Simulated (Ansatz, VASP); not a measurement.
**Os in VASP and in Ansatz**

File INCAR:

```
SYSTEM = Os
PREC = Accurate
ENCUT = 600
EDIFF = 1E-6
ISMEAR = -1
SIGMA = 0.05
LREAL = .False.
LASPH = .True.
NELM = 60
ALGO = Normal
ISIF = 3
LWAVE = .False.
LCHARG = .False.
GGA = PE
IBRION = 2
NSW = 60
EDIFFG = -0.02
```

The input KPOINTS:

```
Automatic mesh
0
Gamma
  11 11 6
  0 0 0
```

The input POSCAR:

```
Os
1.0
    2.7341000000      0.0000000000      0.0000000000
   -1.3670500000      2.3678000565      0.0000000000
    0.0000000000      0.0000000000      4.3197000000
Os
2
Direct
    0.6666666667      0.3333333333      0.7500000000
    0.3333333333      0.6666666667      0.2500000000
```

File input.yaml:

```yaml
crystal:
  lattice:
    - [2.7341, 0.0, 0.0]
    - [-1.36705, 2.3678000565, 0.0]
    - [0.0, 0.0, 4.3197]
  atoms:
    - { symbol: Os, position: [0.6666666667, 0.3333333333, 0.75] }
    - { symbol: Os, position: [0.3333333333, 0.6666666667, 0.25] }
hamiltonian:
  xc: pbe
  pseudopotentials: { kind: paw }
kpoints:
  mp_grid: { grid: [11, 11, 6] }
scf:
  occupations: { method: fermi_dirac, width: 0.05 }
output:
  forces: true
  stress: true
  write_density: true
  write_potential: true
  elf: true
  volumetric_format: npy
relax:
  f_tol: 0.01
  max_steps: 40
  cell: { stress_tol: 0.05 }
```

Alike in both runs: task relaxation of cell and atoms; functional PBE; k mesh 11 × 11 × 6; occupations fermi-dirac, width 0.05 eV; no spin polarisation.

|  | VASP | Ansatz |
| --- | --- | --- |
| version | VASP 6.6.1 | Ansatz 0.2.0 |
| potentials or method | VASP PAW PBE potentials, release 64 (Os) | Ansatz PAW |
| plane-wave cutoff (eV) | 600 | 420 |
| valence electrons in the cell | 16 | 32 |

```tsv
	VASP	Ansatz	Ansatz less VASP
gap on the k mesh at the Fermi level, each at its own relaxed structure (eV)	none	none	-
relaxed volume (Å³/atom)	14.27	14.28	+0.007
relaxed cell length with the largest relative difference (Å)	4.348	4.349	+0.0015
energy change over the relaxation (meV/atom)	-8	-8	+0.1
```

A gap of «none» marks a metal or a gap that the smearing closes. The two sets of potentials don't hold the same shells in valence.

Caveats: the plane-wave basis is chosen anew once the cell has moved, so the energies of steps on either side of that aren't comparable (Ansatz). The runs have no spin-orbit coupling, so splittings on Os are missing. Zero-point motion and thermal expansion aren't in these numbers. PBE usually gives volumes a little too large and moduli too small.
